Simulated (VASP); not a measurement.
# Te2Mo: relaxation of cell and atoms with PBE+D4

Crystal: Te2Mo.

```
Te Mo
1.0
     3.51820    0.00000    0.00000
    -1.75910    3.04685    0.00000
     0.00000    0.00000   13.97360
Te Mo
4 2
Direct
  0.66667 0.33333 0.37900
  0.33333 0.66667 0.87900
  0.66667 0.33333 0.12100
  0.33333 0.66667 0.62100
  0.66667 0.33333 0.75000
  0.33333 0.66667 0.25000
```

```
Program                : VASP 6.6.1
Task                   : relaxation of cell and atoms
Functional             : PBE
Dispersion             : D4
Potentials or basis    : VASP PAW PBE potentials, release 64 (Te, Mo_sv)
Cutoff                 : 600 eV
k mesh                 : 9 × 9 × 2
Occupations            : fermi-dirac, width 0.05 eV
Spin                   : no spin polarisation
Further INCAR settings : ALGO = Normal; EDIFF = 1e-06; IBRION = 2; EDIFFG = -0.01; NSW = 40; ISIF = 3
```

```json
{
  "Relaxed volume": "24.30 Å³/atom",
  "Relaxed cell": "a = 3.500 Å, b = 3.500 Å, c = 13.739 Å, α = 90.00°, β = 90.00°, γ = 120.00°",
  "Space group after relaxing (to 0.05 Å)": "P6_3/mmc (No. 194)",
  "Energy gained by relaxing": "3.1 meV/atom",
  "Ionic steps": "9",
  "Pressure after relaxing": "0.0 GPa",
  "Band gap on the k mesh": "0.68 eV, indirect (least direct gap 1.06 eV)",
  "Dispersion energy per atom": "-0.574 eV"
}
```

Step by step:
```tsv
step	energy change (eV)	largest force (eV/Å)	pressure (GPa)	volume (Å³)
1	0.0000	0.1633	-0.41	149.79
2	-0.0073	0.1277	0.00	148.42
3	-0.0083	0.1126	0.17	147.82
4	-0.0112	0.0045	-0.40	147.95
5	-0.0112	0.0169	-0.46	147.97
6	-0.0130	0.0143	-0.41	147.67
7	-0.0170	0.0081	-0.25	146.79
8	-0.0182	0.0019	0.14	145.03
9	-0.0189	0.0010	-0.02	145.80
```

Final structure:
```xyz
6
Lattice="3.5005 0.0000 0.0000 -1.7502 3.0315 0.0000 0.0000 0.0000 13.7394" Properties=species:S:1:pos:R:3 pbc="T T T"
Te    1.7502    1.0105    5.2513
Te    0.0000    2.0210   12.1210
Te    1.7502    1.0105    1.6184
Te    0.0000    2.0210    8.4881
Mo    1.7502    1.0105   10.3046
Mo    0.0000    2.0210    3.4349
```

Levels at points of the mesh, in eV from the valence-band top:
| k point | band 22 | band 23 | band 24 | band 25 | band 26 | band 27 | band 28 | band 29 | band 30 | band 31 |
| --- | --- | --- | --- | --- | --- | --- | --- | --- | --- | --- |
| (0.00, 0.00, 0.00) | -1.06 | -1.01 | -1.01 | -0.20 | 0.00 | 2.87 | 2.87 | 3.05 | 3.05 | 3.07 |
| (0.00, 0.00, 0.50) | -1.03 | -1.03 | -1.03 | -0.05 | -0.05 | 2.91 | 2.91 | 2.91 | 2.91 | 3.28 |

Wall time 9.8 min on 1 thread of Intel(R) Xeon(R) Platinum 8488C (Sapphire Rapids), with other jobs on the host, peak memory 0.37 GiB.

Caveat: spin-orbit coupling is left out, which moves the levels of the heavy elements; an odd mesh through Γ misses points on the zone boundary, where band edges often lie.
